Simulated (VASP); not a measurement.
# Ag (Fm-3m) in VASP: settings compared

Aim: see how the results for Ag move with the level of theory and the settings. Levels: optB86b-vdW, rev-vdW-DF2, vdW-DF, optPBE-vdW. Tasks: relaxation of cell and atoms.

Everything below comes from runs of VASP 6.6.1. Logs are shortened: lines on timing, memory, paths and dates and some standing lists are left out, and cuts for length are marked.

**1. The crystal as given**

Symmetry: Fm-3m, No. 225, cubic system. The conventional cell has a = 4.085 Å, b = 4.085 Å, c = 4.085 Å, α = 90.00°, β = 90.00°, γ = 90.00°. Ag (site symmetry m-3m) has 12 Ag at 2.89 Å as nearest neighbours.

**2. Relaxation of cell and atoms, optB86b-vdW**

The input, INCAR:

```
SYSTEM = Ag
PREC     = Accurate       ! precision mode
ENCUT    = 600            ! plane-wave cutoff, eV
EDIFF    = 1E-6           ! SCF threshold, eV
ISMEAR   = -1             ! smearing method
SIGMA    = 0.05           ! smearing width, eV
LREAL    = .False.        ! projectors in reciprocal space
LASPH    = .True.         ! aspherical terms in the spheres
NELM     = 60             ! most SCF steps
ALGO     = Fast           ! electronic algorithm
ISIF     = 3              ! what is computed and relaxed
LWAVE    = .False.        ! write WAVECAR
LCHARG   = .False.        ! write CHGCAR
GGA      = MK             ! functional
LUSE_VDW = .True.       
AGGAC    = 0.0          
PARAM1   = 0.1234       
PARAM2   = 1.0          
IBRION   = 2              ! ionic algorithm
NSW      = 60             ! ionic steps
EDIFFG   = -0.02          ! ionic threshold
```

The input, KPOINTS:

```
Automatic mesh
0
Gamma
  11 11 11
  0 0 0
```

The input, POSCAR:

```
Ag
1.0
    0.0000000000      2.0427500000      2.0427500000
    2.0427500000      0.0000000000      2.0427500000
    2.0427500000      2.0427500000      0.0000000000
Ag
1
Direct
    0.0000000000      0.0000000000      0.0000000000
```

Potentials or basis: VASP PAW PBE potentials, release 64 (Ag).

On the command line:

```
$ cat potpaw_PBE.64/Ag/POTCAR > POTCAR
$ mpirun -np 1 vasp_std > vasp.out
```

OUTCAR:

```text
SYSTEM = Ag
   PREC = Accurate
   ENCUT = 600
   EDIFF = 1E-6
   ISMEAR = -1
   LREAL = .False.
   LASPH = .True.
   NELM = 60
   ISIF = 3
   GGA = MK
   IBRION = 2
   NSW = 60
   EDIFFG = -0.02

 ion  position               nearest neighbor table
   1  0.000  0.000  0.000-

  LATTYP: Found a face centered cubic cell.
 ALAT       =     4.0855000000

  Lattice vectors:

 A1 = (   0.0000000000,   2.0427500000,   2.0427500000)
 A2 = (   2.0427500000,   0.0000000000,   2.0427500000)
 A3 = (   2.0427500000,   2.0427500000,   0.0000000000)

Analysis of symmetry for initial positions (statically):
=====================================================================
 Subroutine PRICEL returns:
 Original cell was already a primitive cell.

 Routine SETGRP: Setting up the symmetry group for a
 face centered cubic supercell.

 Subroutine GETGRP returns: Found 48 space group operations
 (whereof 48 operations were pure point group operations)
 out of a pool of 48 trial point group operations.

The static configuration has the point symmetry O_h .

Analysis of symmetry for dynamics (positions and initial velocities):
=====================================================================
 Subroutine PRICEL returns:
 Original cell was already a primitive cell.

 Routine SETGRP: Setting up the symmetry group for a
 face centered cubic supercell.

 Subroutine GETGRP returns: Found 48 space group operations
 (whereof 48 operations were pure point group operations)
 out of a pool of 48 trial point group operations.

The dynamic configuration has the point symmetry O_h .

 Subroutine INISYM returns: Found 48 space group operations
 (whereof 48 operations are pure point group operations),
 and found     1 'primitive' translations

----------------------------------------------------------------------------------------

                                     Primitive cell

  volume of cell :      17.0481

  direct lattice vectors                    reciprocal lattice vectors
     0.000000000  2.042750000  2.042750000    -0.244768082  0.244768082  0.244768082
     2.042750000  0.000000000  2.042750000     0.244768082 -0.244768082  0.244768082
     2.042750000  2.042750000  0.000000000     0.244768082  0.244768082 -0.244768082

  length of vectors
     2.888884755  2.888884755  2.888884755     0.423950755  0.423950755  0.423950755

  position of ions in fractional coordinates (direct lattice)
     0.000000000  0.000000000  0.000000000

  ion indices of the primitive-cell ions
   primitive index   ion index
                 1           1

----------------------------------------------------------------------------------------

 KPOINTS: Automatic mesh

Automatic generation of k-mesh.
 Grid dimensions read from file:
 generate k-points for:   11   11   11

 Generating k-lattice:

  Cartesian coordinates                     Fractional coordinates (reciprocal lattice)
    -0.022251644  0.022251644  0.022251644     0.090909091  0.000000000  0.000000000
     0.022251644 -0.022251644  0.022251644     0.000000000  0.090909091  0.000000000
     0.022251644  0.022251644 -0.022251644     0.000000000  0.000000000  0.090909091

  Length of vectors
     0.038540978  0.038540978  0.038540978

  Shift w.r.t. Gamma in fractional coordinates (k-lattice)
     0.000000000  0.000000000  0.000000000

 Subroutine IBZKPT returns following result:
 ===========================================

 Found     56 irreducible k-points:

 Following reciprocal coordinates:
            Coordinates               Weight
  0.000000  0.000000  0.000000      1.000000
  0.090909  0.000000  0.000000      8.000000
  0.181818  0.000000  0.000000      8.000000
  0.272727  0.000000  0.000000      8.000000
  0.363636  0.000000  0.000000      8.000000
  0.454545  0.000000  0.000000      8.000000
[... 16 lines left out ...]
 -0.272727  0.181818  0.000000     24.000000
 -0.181818  0.181818  0.000000     12.000000
 [... further k-points ...]
   k-points           NKPTS =     56   k-points in BZ     NKDIM =     56   number of bands    NBANDS=      9
   number of dos      NEDOS =    301   number of ions     NIONS =      1
   total plane-waves  NPLWV =  13824
   dimension x,y,z NGX =    24 NGY =   24 NGZ =   24
   dimension x,y,z NGXF=    48 NGYF=   48 NGZF=   48
   ions per type =               1
   NGX,Y,Z   is equivalent  to a cutoff of  13.81, 13.81, 13.81 a.u.
   NGXF,Y,Z  is equivalent  to a cutoff of  27.62, 27.62, 27.62 a.u.
 SYSTEM =  Ag
   PREC   = accura    normal or accurate (medium, high low for compatibility)
   ISTART =      0    job   : 0-new  1-cont  2-samecut
   ICHARG =      2    charge: 1-file 2-atom 10-const
   ISPIN  =      1    spin polarized calculation?
   LNONCOLLINEAR =      F non collinear calculations
   LSORBIT =      F    spin-orbit coupling
   LASPH  =      T    aspherical Exc in radial PAW
   ENCUT  =  600.0 eV  44.10 Ry    6.64 a.u.   5.77  5.77  5.77*2*pi/ulx,y,z
   NELM   =     60;   NELMIN=  2; NELMDL= -5     # of ELM steps
   EDIFF  = 0.1E-05   stopping-criterion for ELM
   LREAL  =      F    real-space projection
   EDIFFG = -.2E-01   stopping-criterion for IOM
   NSW    =     60    number of steps for IOM
   IBRION =      2    ionic relax: 0-MD 1-quasi-New 2-CG
   NFREE  =      1    steps in history (QN), initial steepest desc. (CG)
   ISIF   =      3    stress and relaxation
   ISYM   =      2    0-nonsym 1-usesym 2-fastsym
   POTIM  = 0.5000    time-step for ionic-motion
   TEBEG  =    0.0;   TEEND  =   0.0 temperature during run
   PSTRESS=    0.0 pullay stress
   NELECT =      11.0000    total number of electrons
   NUPDOWN=      -1.0000    fix difference up-down
   EMIN   =  10.00;   EMAX   =-10.00  energy-range for DOS
   EFERMI =   0.00;   METHOD = LEGACY
   ISMEAR =    -1;   SIGMA  =   0.05  broadening in eV -4-tet -1-fermi 0-gaus
   EFERMI_NEDOS =   21; number of points for ismear=-14 and -15
   IALGO  =     68    algorithm
   IMIX   =      4    mixing-type and parameters
     AMIX     =   0.40;   BMIX     =  1.00
     AMIX_MAG =   1.60;   BMIX_MAG =  1.00
  volume/ion in A,a.u.               =      17.05       115.05
  Fermi-wavevector in a.u.,A,eV,Ry     =   1.414644  2.673290 27.228221  2.001218
  Thomas-Fermi vector in A             =   2.536165
   LORBIT       =      0    0 simple, 1 ext, 2 COOP (PROOUT), +10 PAW based schemes
   GGA     = MK    functional components
   LHFCALC =     F    Hartree Fock is set to
   AEXX    =    0.0000 exact exchange contribution
   IVDW_NL    =     1    kernel type
   BPARAM     = 6.3000
   IVDW    =     0    specifies the selected vdW correction
   LEPSILON=     F    determine dielectric tensor
   LRPA    =     F    only Hartree local field effects (RPA)
 conjugate gradient relaxation of ions
 non-spin polarized calculation
 RMM-DIIS sequential band-by-band and
  energy-cutoff  :      600.00
  volume of cell :       17.05
 maximum number of plane-waves:       578
   NGX = 11   NGY = 11   NGZ = 11

 number of electron      10.9999999 magnetization

 Free energy of the ion-electron system (eV)
  ---------------------------------------------------
  ext. energy  EPLUGINS =         0.00000000
  ---------------------------------------------------
  free energy    TOTEN  =         0.20978735 eV

  energy without entropy =        0.21283313  energy(sigma->0) =        0.21131024

 E-fermi :   8.5589     XC(G=0): -12.3028

 val. band max:        8.5347296594   @ k =  -0.4545   0.0909   0.0000
 cond. band min:       8.6027268057   @ k =   0.4545   0.3636   0.0000
 fundamental gap:      0.0679971462
 Fermi energy:         8.5589415798

 k-point     1 :       0.0000    0.0000    0.0000
  band No.  band energies     occupation
      1       0.5259      2.00000
      2       3.4877      2.00000
      3       3.4877      2.00000
      4       3.4877      2.00000
      5       4.5222      2.00000
      6       4.5222      2.00000
      7      24.4283      0.00000
      8      27.8939      0.00000
      9      27.8939      0.00000

 k-point     2 :       0.0909    0.0000    0.0000
  band No.  band energies     occupation
      1       0.7813      2.00000
      2       3.4332      2.00000
      3       3.5561      2.00000
      4       3.5561      2.00000
      5       4.4981      2.00000
      6       4.4981      2.00000
      7      24.3821      0.00000
      8      26.1325      0.00000
      9      27.9920      0.00000

 k-point     3 :       0.1818    0.0000    0.0000
  band No.  band energies     occupation
      1       1.4458      2.00000
      2       3.4012      2.00000
      3       3.6787      2.00000
      4       3.6787      2.00000
      5       4.5079      2.00000
      6       4.5079      2.00000
      7      22.0680      0.00000
      8      25.2825      0.00000
      9      28.1092      0.00000

 k-point     4 :       0.2727    0.0000    0.0000
  band No.  band energies     occupation
      1       1.9789      2.00000
      2       3.6703      2.00000
      3       3.6703      2.00000
      4       3.9893      2.00000
      5       4.7212      2.00000
      6       4.7212      2.00000
      7      18.5627      0.00000
      8      24.8620      0.00000
      9      27.7537      0.00000

 k-point     5 :       0.3636    0.0000    0.0000
  band No.  band energies     occupation
      1       1.9938      2.00000
      2       3.5600      2.00000
      3       3.5600      2.00000
      4       5.0547      2.00000
      5       5.0547      2.00000
      6       5.5924      2.00000
      7      15.1628      0.00000
      8      24.1681      0.00000
      9      26.8711      0.00000

 k-point     6 :       0.4545    0.0000    0.0000
  band No.  band energies     occupation
      1       1.9124      2.00000
      2       3.4767      2.00000
      3       3.4767      2.00000
      4       5.2886      2.00000
      5       5.2886      2.00000
      6       7.4912      2.00000
      7      12.4074      0.00000
      8      23.7209      0.00000
      9      26.2025      0.00000
[... 169 lines left out ...]
 k-point    21 :      -0.4545    0.1818    0.0000
  band No.  band energies     occupation
      1       2.3566      2.00000
      2       3.1895      2.00000
      3       3.9123      2.00000
      4       4.1658      2.00000
      5       5.2897      2.00000
      6       9.8927      0.00000
      7      12.1644      0.00000
      8      20.9159      0.00000
      9      23.7543      0.00000

 k-point    22 :      -0.3636    0.1818    0.0000
  band No.  band energies     occupation
      1       2.4663      2.00000
      2       3.2408      2.00000
      3       3.8978      2.00000
      4       4.1298      2.00000
      5       4.9834      2.00000
      6       8.7247      0.07017
      7      13.7714      0.00000
      8      20.2588      0.00000
      9      24.9556      0.00000

 k-point    23 :      -0.2727    0.1818    0.0000
  band No.  band energies     occupation
      1       2.6451      2.00000
      2       3.3138      2.00000
      3       3.7525      2.00000
      4       3.9734      2.00000
      5       4.5421      2.00000
      6       6.9323      2.00000
      7      16.9530      0.00000
      8      20.1330      0.00000
      9      25.7027      0.00000

 k-point    24 :      -0.1818    0.1818    0.0000
  band No.  band energies     occupation
      1       2.5608      2.00000
      2       3.0909      2.00000
      3       3.7049      2.00000
      4       4.1026      2.00000
      5       4.1329      2.00000
      6       5.6696      2.00000
      7      20.2240      0.00000
      8      20.6601      0.00000
      9      26.9773      0.00000

 [... further k-points ...]

------------------------ aborting loop because EDIFF is reached ----------------------------------------

  FORCE on cell =-STRESS in cart. coord.  units (eV):
  Direction    XX          YY          ZZ          XY          YZ          ZX
  --------------------------------------------------------------------------------------
  -------------------------------------------------------------------------------------
  Total        0.0137388      0.0137388      0.0137388      0.0000000     -0.0000000     -0.0000000
  in kB        1.2911686      1.2911686      1.2911686      0.0000000     -0.0000000     -0.0000000
  external PRESSURE =       1.2911686 kB  Pullay stress =       0.0000000 kB

 VOLUME and BASIS-vectors are now :
 -----------------------------------------------------------------------------
  energy-cutoff  :      600.00
  volume of cell :       17.05
      direct lattice vectors                 reciprocal lattice vectors
     0.000000000  2.042750000  2.042750000    -0.244768082  0.244768082  0.244768082
     2.042750000  0.000000000  2.042750000     0.244768082 -0.244768082  0.244768082
     2.042750000  2.042750000  0.000000000     0.244768082  0.244768082 -0.244768082

 POSITION                                       TOTAL-FORCE (eV/Angst)
 -----------------------------------------------------------------------------------
      0.00000      0.00000      0.00000         0.000000      0.000000      0.000000
 -----------------------------------------------------------------------------------
    total drift:                               -0.000000      0.000000      0.000000

  FREE ENERGIE OF THE ION-ELECTRON SYSTEM (eV)
  ---------------------------------------------------
  free  energy   TOTEN  =         0.2097873458 eV

  energy  without entropy=        0.2128331281  energy(sigma->0) =        0.21131024

Total vdW correction in eV:      2.2007297

 reached required accuracy - stopping structural energy minimisation
```

Run time: 14 s. Hardware: 1 thread of AMD EPYC 9R45 (Zen 5), shared host; peak memory 0.24 GiB.

Results:

```yaml
Free_energy: 0.2098 eV
Pressure_after_relaxing: 0.1 GPa
Band_gap_on_the_k_mesh: none (metal or under the smearing width)
```

Final structure:
```yaml
crystal:
  lattice:
    - [0.00000, 2.04275, 2.04275]
    - [2.04275, 0.00000, 2.04275]
    - [2.04275, 2.04275, 0.00000]
  atoms:
    - { symbol: Ag, position: [0.00000, 0.00000, 0.00000] }
```

Levels at points of the mesh, in eV from the Fermi level:
```
           k point  band 4  band 5  band 6  band 7  band 8  band 9
(0.00, 0.00, 0.00)   -5.07   -4.04   -4.04   15.87   19.33   19.33
```

Caveat: the relaxation stopped at its first step, so nothing moved; the PAW data sets were made with another functional, which shifts forces and pressure a little.

**3. Relaxation of cell and atoms, rev-vdW-DF2**

The input, INCAR:

```
AGGAC = 0.0
ALGO = Fast
EDIFF = 1E-6
EDIFFG = -0.01
ENCUT = 600
GGA = MK
IBRION = 2
ISIF = 3
ISMEAR = -1
LASPH = True
LCHARG = False
LREAL = False
LUSE_VDW = True
LWAVE = False
NELM = 80
NSW = 60
PARAM1 = 0.1234
PARAM2 = 0.711357
PREC = Accurate
SIGMA = 0.05
ZAB_VDW = -1.8867
```

The input, KPOINTS:

```
k-points
0
Gamma
  11 11 11
```

POSCAR is that of step 2.

Potentials or basis: VASP PAW PBE potentials, release 64 (Ag).

On the command line:

```
$ cat potpaw_PBE.64/Ag/POTCAR > POTCAR
$ mpirun -np 1 vasp_std > vasp.out
```

Run time: 31 s. Hardware: 1 thread of AMD EPYC 9R45 (Zen 5), shared host; peak memory 0.25 GiB.

It converged, with:

* Free energy: -0.0709 eV
* Relaxed volume: 17.13 Å³/atom
* Relaxed cell: a = 2.894 Å, b = 2.894 Å, c = 2.894 Å, α = 60.00°, β = 60.00°, γ = 60.00°
* Space group after relaxing (to 0.05 Å): Fm-3m (No. 225)
* Energy gained by relaxing: 0.1 meV/atom
* Ionic steps: 3
* Pressure after relaxing: 0.0 GPa
* Band gap on the k mesh: none (metal or under the smearing width)

Step by step:
| step | energy change (eV) | largest force (eV/Å) | pressure (GPa) | volume (Å³) |
| --- | --- | --- | --- | --- |
| 1 | 0.0000 | 0.0000 | 0.57 | 17.05 |
| 2 | -0.0001 | 0.0000 | -0.31 | 17.20 |
| 3 | -0.0001 | 0.0000 | 0.02 | 17.13 |

Final structure:
```
Ag
1.0
     0.00000    2.04614    2.04614
     2.04614    0.00000    2.04614
     2.04614    2.04614    0.00000
Ag
1
Cartesian
  0.0000 0.0000 0.0000
```

Levels at points of the mesh, in eV from the Fermi level:
| k point | band 4 | band 5 | band 6 | band 7 | band 8 | band 9 |
| --- | --- | --- | --- | --- | --- | --- |
| (0.00, 0.00, 0.00) | -5.06 | -4.03 | -4.03 | 15.87 | 19.29 | 19.29 |

Caveat: the PAW data sets were made with another functional, which shifts forces and pressure a little. Zero-point motion and thermal expansion aren't in these numbers.

(Continued in part 2 of 3.)
